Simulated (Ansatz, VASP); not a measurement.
**One calculation of Sb, two programs**

```
Sb
1.0
     3.42262    0.00000    0.00000
    -1.71131    2.96408    0.00000
     0.00000    0.00000    5.65870
Sb
2
Direct
  0.33333 0.66667 0.25000
  0.66667 0.33333 0.75000
```

Alike in both runs: task single point; functional LDA; k mesh 12 × 12 × 7; occupations fermi-dirac, width 0.1 eV; no spin polarisation.

|  | VASP | Ansatz |
| --- | --- | --- |
| version | VASP 6.6.1 | Ansatz 0.2.0 |
| potentials or method | VASP PAW LDA potentials, release 64 (Sb) | plane waves (420 eV) with PAW, scalar-relativistic |
| plane-wave cutoff (eV) | 520 | 420 |
| valence electrons in the cell | 10 | 30 |

|  | VASP | Ansatz | Ansatz less VASP |
| --- | --- | --- | --- |
| pressure (GPa) | -6.0 | -6.0 | -0.01 |
| largest component of the traceless stress (GPa) | 0.21 | 0.26 | +0.048 |

The two sets of potentials don't hold the same shells in valence. Ansatz warned: «pseudo_functional_mismatch».

The runs have no spin-orbit coupling, so splittings on Sb are missing.
